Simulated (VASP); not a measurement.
# RbBr3 (Fm-3m) in VASP: further runs

Runs on RbBr3. Level: PBE. Tasks: relaxation of cell and atoms, single point.

Program: VASP 6.6.1. These are calculated values, not measurements. Logs are shortened: lines on timing, memory, paths and dates and some standing lists are left out, and cuts for length are marked.

## Step 1: The cell of the first run

It takes space group Fm-3m (No. 225, cubic). Conventional cell: a = 7.785 Å, b = 7.785 Å, c = 7.785 Å, α = 90.00°, β = 90.00°, γ = 90.00°. Rb (site symmetry m-3m) has 8 Br at 3.37 Å as nearest neighbours. Br (site symmetry -43m) is surrounded by 4 Rb at 3.37 Å and 4 Br at 3.37 Å. Br (site symmetry m-3m) is surrounded by 8 Br at 3.37 Å.

The cell was built by a generator and needn't be a form met in nature.

## Step 2: Relaxation of cell and atoms, PBE (species swapped into the Tc3Ge type (Fm-3m, No. 225))

Contents of INCAR:

```
SYSTEM = RbBr3
ALGO = Normal
EDIFF = 1E-6
EDIFFG = -0.01
ENCUT = 600
GGA = PE
IBRION = 2
ISIF = 3
ISMEAR = 0
LASPH = .True.
LCHARG = .False.
LREAL = .False.
LWAVE = .False.
NELM = 60
NSW = 100
PREC = Accurate
SIGMA = 0.1
```

Contents of KPOINTS:

```
k-points
0
Gamma
  10 10 10
  0 0 0
```

Contents of POSCAR:

```
RbBr3
1.0
    0.0000000000      3.8922944900      3.8922944900
    3.8922944900      0.0000000000      3.8922944900
    3.8922944900      3.8922944900      0.0000000000
Rb Br
1 3
Direct
    0.0000000000      0.0000000000      0.0000000000
    0.2500000000      0.2500000000      0.2500000000
    0.7500000000      0.7500000000      0.7500000000
    0.5000000000      0.5000000000      0.5000000000
```

Potentials or basis: VASP PAW PBE potentials, release 64 (Rb_sv, Br).

Command:

```bash
cat potpaw_PBE.64/Rb_sv/POTCAR potpaw_PBE.64/Br/POTCAR > POTCAR
mpirun -np 1 vasp_std > vasp.out
```

OUTCAR:

```text
SYSTEM = RbBr3
   EDIFF = 1E-6
   EDIFFG = -0.01
   ENCUT = 600
   GGA = PE
   IBRION = 2
   ISIF = 3
   ISMEAR = 0
   LASPH = .True.
   LREAL = .False.
   NELM = 60
   NSW = 100
   PREC = Accurate

 ion  position               nearest neighbor table
   1  0.000  0.000  0.000-   2 3.37   3 3.37   3 3.37   3 3.37   3 3.37   2 3.37   2 3.37   2 3.37
                             4 3.89   4 3.89   4 3.89   4 3.89   4 3.89   4 3.89
   2  0.250  0.250  0.250-   1 3.37   1 3.37   1 3.37   1 3.37
   3  0.750  0.750  0.750-   1 3.37   1 3.37   1 3.37   1 3.37
   4  0.500  0.500  0.500-   1 3.89   1 3.89   1 3.89   1 3.89   1 3.89   1 3.89

  LATTYP: Found a face centered cubic cell.
 ALAT       =     7.7845889800

  Lattice vectors:

 A1 = (   0.0000000000,   3.8922944900,   3.8922944900)
 A2 = (   3.8922944900,   0.0000000000,   3.8922944900)
 A3 = (   3.8922944900,   3.8922944900,   0.0000000000)

Analysis of symmetry for initial positions (statically):
=====================================================================
 Subroutine PRICEL returns:
 Original cell was already a primitive cell.

 Routine SETGRP: Setting up the symmetry group for a
 face centered cubic supercell.

 Subroutine GETGRP returns: Found 48 space group operations
 (whereof 48 operations were pure point group operations)
 out of a pool of 48 trial point group operations.

The static configuration has the point symmetry O_h .

Analysis of symmetry for dynamics (positions and initial velocities):
=====================================================================
 Subroutine PRICEL returns:
 Original cell was already a primitive cell.

 Routine SETGRP: Setting up the symmetry group for a
 face centered cubic supercell.

 Subroutine GETGRP returns: Found 48 space group operations
 (whereof 48 operations were pure point group operations)
 out of a pool of 48 trial point group operations.

The dynamic configuration has the point symmetry O_h .

 Subroutine INISYM returns: Found 48 space group operations
 (whereof 48 operations are pure point group operations),
 and found     1 'primitive' translations

----------------------------------------------------------------------------------------

                                     Primitive cell

  volume of cell :     117.9362

  direct lattice vectors                    reciprocal lattice vectors
     0.000000000  3.892294490  3.892294490    -0.128458934  0.128458934  0.128458934
     3.892294490  0.000000000  3.892294490     0.128458934 -0.128458934  0.128458934
     3.892294490  3.892294490  0.000000000     0.128458934  0.128458934 -0.128458934

  length of vectors
     5.504535657  5.504535657  5.504535657     0.222497400  0.222497400  0.222497400

  position of ions in fractional coordinates (direct lattice)
     0.000000000  0.000000000  0.000000000
     0.250000000  0.250000000  0.250000000
     0.750000000  0.750000000  0.750000000
     0.500000000  0.500000000  0.500000000

  ion indices of the primitive-cell ions
   primitive index   ion index
                 1           1
                 2           2
                 3           3
                 4           4

----------------------------------------------------------------------------------------

 KPOINTS: k-points

Automatic generation of k-mesh.
 Grid dimensions read from file:
 generate k-points for:   10   10   10

 Generating k-lattice:

  Cartesian coordinates                     Fractional coordinates (reciprocal lattice)
    -0.012845893  0.012845893  0.012845893     0.100000000  0.000000000  0.000000000
     0.012845893 -0.012845893  0.012845893     0.000000000  0.100000000  0.000000000
     0.012845893  0.012845893 -0.012845893     0.000000000  0.000000000  0.100000000

  Length of vectors
     0.022249740  0.022249740  0.022249740

  Shift w.r.t. Gamma in fractional coordinates (k-lattice)
     0.000000000  0.000000000  0.000000000

 Subroutine IBZKPT returns following result:
 ===========================================

 Found     47 irreducible k-points:

 Following reciprocal coordinates:
            Coordinates               Weight
  0.000000  0.000000  0.000000      1.000000
  0.100000  0.000000  0.000000      8.000000
  0.200000  0.000000  0.000000      8.000000
  0.300000  0.000000  0.000000      8.000000
  0.400000  0.000000  0.000000      8.000000
  0.500000  0.000000  0.000000      4.000000
[... 16 lines left out ...]
  0.300000  0.300000  0.000000      6.000000
  0.400000  0.300000  0.000000     24.000000
 [... further k-points ...]
   k-points           NKPTS =     47   k-points in BZ     NKDIM =     47   number of bands    NBANDS=     19
   number of dos      NEDOS =    301   number of ions     NIONS =      4
   total plane-waves  NPLWV = 110592
   dimension x,y,z NGX =    48 NGY =   48 NGZ =   48
   dimension x,y,z NGXF=    96 NGYF=   96 NGZF=   96
   ions per type =               1   3
   NGX,Y,Z   is equivalent  to a cutoff of  14.50, 14.50, 14.50 a.u.
   NGXF,Y,Z  is equivalent  to a cutoff of  28.99, 28.99, 28.99 a.u.
 SYSTEM =  RbBr3
   PREC   = accura    normal or accurate (medium, high low for compatibility)
   ISTART =      0    job   : 0-new  1-cont  2-samecut
   ICHARG =      2    charge: 1-file 2-atom 10-const
   ISPIN  =      1    spin polarized calculation?
   LNONCOLLINEAR =      F non collinear calculations
   LSORBIT =      F    spin-orbit coupling
   LASPH  =      T    aspherical Exc in radial PAW
   ENCUT  =  600.0 eV  44.10 Ry    6.64 a.u.  10.99 10.99 10.99*2*pi/ulx,y,z
   NELM   =     60;   NELMIN=  2; NELMDL= -5     # of ELM steps
   EDIFF  = 0.1E-05   stopping-criterion for ELM
   LREAL  =      F    real-space projection
   EDIFFG = -.1E-01   stopping-criterion for IOM
   NSW    =    100    number of steps for IOM
   IBRION =      2    ionic relax: 0-MD 1-quasi-New 2-CG
   NFREE  =      1    steps in history (QN), initial steepest desc. (CG)
   ISIF   =      3    stress and relaxation
   ISYM   =      2    0-nonsym 1-usesym 2-fastsym
   POTIM  = 0.5000    time-step for ionic-motion
   TEBEG  =    0.0;   TEEND  =   0.0 temperature during run
   PSTRESS=    0.0 pullay stress
   NELECT =      30.0000    total number of electrons
   NUPDOWN=      -1.0000    fix difference up-down
   EMIN   =  10.00;   EMAX   =-10.00  energy-range for DOS
   EFERMI =   0.00;   METHOD = LEGACY
   ISMEAR =     0;   SIGMA  =   0.10  broadening in eV -4-tet -1-fermi 0-gaus
   EFERMI_NEDOS =   21; number of points for ismear=-14 and -15
   IALGO  =     38    algorithm
   IMIX   =      4    mixing-type and parameters
     AMIX     =   0.40;   BMIX     =  1.00
     AMIX_MAG =   1.60;   BMIX_MAG =  1.00
  volume/ion in A,a.u.               =      29.48       198.97
  Fermi-wavevector in a.u.,A,eV,Ry     =   1.037288  1.960191 14.639425  1.075967
  Thomas-Fermi vector in A             =   2.171719
   LORBIT       =      0    0 simple, 1 ext, 2 COOP (PROOUT), +10 PAW based schemes
   GGA     = PE    functional components
   LHFCALC =     F    Hartree Fock is set to
   AEXX    =    0.0000 exact exchange contribution
   IVDW    =     0    specifies the selected vdW correction
   LEPSILON=     F    determine dielectric tensor
   LRPA    =     F    only Hartree local field effects (RPA)
 conjugate gradient relaxation of ions
 non-spin polarized calculation
 Gauss-broadening in eV      SIGMA  =   0.10
  energy-cutoff  :      600.00
  volume of cell :      117.94
 maximum number of plane-waves:      3959
 NGX is ok and might be reduce to    48
   NGX = 21   NGY = 21   NGZ = 21

--------------------------------------- Ionic step        1  -------------------------------------------

 number of electron      30.0000002 magnetization

 Free energy of the ion-electron system (eV)
  ---------------------------------------------------
  ext. energy  EPLUGINS =         0.00000000
  ---------------------------------------------------
  free energy    TOTEN  =        -7.62359596 eV

  energy without entropy =       -7.52731474  energy(sigma->0) =       -7.57545535

 E-fermi :   0.4425     XC(G=0):  -8.7318

 val. band max:        0.4424557798   @ k =  -0.2000   0.1000   0.0000
 cond. band min:       0.4440827080   @ k =   0.2000   0.0000   0.0000
 fundamental gap:      0.0016269281
 Fermi energy:         0.4425255805

 k-point     1 :       0.0000    0.0000    0.0000
  band No.  band energies     occupation
      1     -24.2608      2.00000
      2     -13.7897      2.00000
      3     -12.6527      2.00000
      4     -12.4597      2.00000
      5      -8.4361      2.00000
      6      -8.4361      2.00000
[... 11 lines left out ...]
     18       6.4761      0.00000
     19       6.4761      0.00000
[... 604 lines left out ...]
 POSITION                                       TOTAL-FORCE (eV/Angst)
 -----------------------------------------------------------------------------------
      0.00000      0.00000      0.00000        -0.000000     -0.000000     -0.000000
      2.04211      2.04211      2.04211         0.000000      0.000000      0.000000
      6.12632      6.12632      6.12632        -0.000000     -0.000000     -0.000000
      4.08421      4.08421      4.08421        -0.000000     -0.000000     -0.000000
 -----------------------------------------------------------------------------------
    total drift:                               -0.000000     -0.000000     -0.000000

  FREE ENERGIE OF THE ION-ELECTRON SYSTEM (eV)
  ---------------------------------------------------
  free  energy   TOTEN  =        -7.8053389298 eV

  energy  without entropy=       -7.6998354886  energy(sigma->0) =       -7.75258721

--------------------------------------- Ionic step        4  -------------------------------------------

 number of electron      30.0000003 magnetization

 Free energy of the ion-electron system (eV)
  ---------------------------------------------------
  ext. energy  EPLUGINS =         0.00000000
  ---------------------------------------------------
  free energy    TOTEN  =        -7.80727255 eV

  energy without entropy =       -7.70096953  energy(sigma->0) =       -7.75412104

 E-fermi :  -0.7386     XC(G=0):  -8.0129

 val. band max:       -0.7396148773   @ k =   0.3000   0.1000   0.0000
 cond. band min:      -0.7380155558   @ k =  -0.1000   0.1000   0.0000
 fundamental gap:      0.0015993215
 Fermi energy:        -0.7385867644

 k-point     1 :       0.0000    0.0000    0.0000
  band No.  band energies     occupation
      1     -25.4813      2.00000
      2     -14.4018      2.00000
      3     -13.5892      2.00000
      4     -13.5066      2.00000
      5      -9.5992      2.00000
      6      -9.5992      2.00000
[... 11 lines left out ...]
     18       5.7491      0.00000
     19       5.7491      0.00000
[... 528 lines left out ...]
 POSITION                                       TOTAL-FORCE (eV/Angst)
 -----------------------------------------------------------------------------------
      0.00000      0.00000      0.00000         0.000000     -0.000000      0.000000
      2.05299      2.05299      2.05299         0.000000     -0.000000      0.000000
      6.15898      6.15898      6.15898        -0.000000      0.000000     -0.000000
      4.10599      4.10599      4.10599         0.000000     -0.000000      0.000000
 -----------------------------------------------------------------------------------
    total drift:                               -0.000000     -0.000000     -0.000000

  FREE ENERGIE OF THE ION-ELECTRON SYSTEM (eV)
  ---------------------------------------------------
  free  energy   TOTEN  =        -7.8072725527 eV

  energy  without entropy=       -7.7009695307  energy(sigma->0) =       -7.75412104

 reached required accuracy - stopping structural energy minimisation
```

It took 11 min on 1 thread of AMD EPYC 7R43 (Zen 3), shared host; peak memory 0.38 GiB.

Results:

| Item | Value |
| --- | --- |
| Free energy | -7.8073 eV |
| Relaxed volume | 34.61 Å³/atom |
| Relaxed cell | a = 5.807 Å, b = 5.807 Å, c = 5.807 Å, α = 60.00°, β = 60.00°, γ = 60.00° |
| Space group after relaxing (to 0.05 Å) | Fm-3m (No. 225) |
| Energy gained by relaxing | 45.9 meV/atom |
| Ionic steps | 4 |
| Pressure after relaxing | 0.0 GPa |
| Band gap on the k mesh | none (metal or under the smearing width) |

Step by step:
```tsv
step	energy change (eV)	largest force (eV/Å)	pressure (GPa)	volume (Å³)
1	0.0000	0.0000	3.36	117.94
2	-0.1488	0.0000	1.22	128.79
3	-0.1817	0.0000	0.26	136.26
4	-0.1837	0.0000	0.04	138.45
```

Final structure:
```
Rb Br
1.0
     0.00000    4.10599    4.10599
     4.10599    0.00000    4.10599
     4.10599    4.10599    0.00000
Rb Br
1 3
Cartesian
  0.0000 0.0000 0.0000
  2.0530 2.0530 2.0530
  6.1590 6.1590 6.1590
  4.1060 4.1060 4.1060
```

Levels at points of the mesh, in eV from the Fermi level:
| k point | band 12 | band 13 | band 14 | band 15 | band 16 | band 17 | band 18 | band 19 |
| --- | --- | --- | --- | --- | --- | --- | --- | --- |
| (0.00, 0.00, 0.00) | -1.48 | -1.48 | 0.02 | 0.02 | 0.02 | 5.35 | 6.49 | 6.49 |
| (0.50, 0.00, 0.00) | -0.94 | -0.91 | -0.10 | -0.05 | -0.05 | 7.76 | 8.45 | 8.64 |
| (0.50, 0.50, 0.00) | -0.50 | -0.50 | -0.31 | 0.06 | 0.06 | 6.49 | 7.00 | 8.07 |

Caveat: the volume moved by over 15 % at a fixed basis, so the end points are rough.

(Part 1 of 2 ends here.)
